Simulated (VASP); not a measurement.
Wanted: the native input for a VASP 6.6.1 run.

```yaml
Task: single point
Functional: PBE
Potentials_or_basis: VASP PAW PBE potentials, release 64 (I, Na_pv)
Cutoff: 520 eV
k_mesh: 7 × 7 × 7
Occupations: gaussian, width 0.027 eV
Spin: no spin polarisation
Further_INCAR_settings: ALGO = Normal; EDIFF = 1e-06; NBANDS = 14
```

The structure of NaI lies in POSCAR:

```
NaI
1.0
    0.0000000000      3.2364000000      3.2364000000
    3.2364000000      0.0000000000      3.2364000000
    3.2364000000      3.2364000000      0.0000000000
I Na
1 1
Direct
    0.5000000000      0.5000000000      0.5000000000
    0.0000000000      0.0000000000      0.0000000000
```

One way to write it, as run:

INCAR

```
SYSTEM = NaI
PREC = Accurate
ENCUT = 520
EDIFF = 1E-6
ISMEAR = 0
SIGMA = 0.027000000000000003
LREAL = .FALSE.
LASPH = .TRUE.
NELM = 60
ALGO = Normal
ISIF = 2
LWAVE = .FALSE.
LCHARG = .TRUE.
GGA = PE
LELF = .TRUE.
LVHAR = .TRUE.
NBANDS = 14
```

KPOINTS

```
regular mesh
0
G
  7 7 7
  0 0 0
```

Potentials or basis: VASP PAW PBE potentials, release 64 (I, Na_pv).

Command:

```bash
$ cat potpaw_PBE.64/I/POTCAR potpaw_PBE.64/Na_pv/POTCAR > POTCAR
$ mpirun -np 1 vasp_std > vasp.out
```

It gave:

The pressure is 0.4 GPa. The band gap on the k mesh is 3.64 eV, direct.

Caveat: spin-orbit coupling is left out, which moves the levels of the heavy elements.

Wall time 11 s on 1 thread of AMD EPYC 9R45 96-Core Processor (Zen 5), with other jobs on the host, peak memory 0.18 GiB.
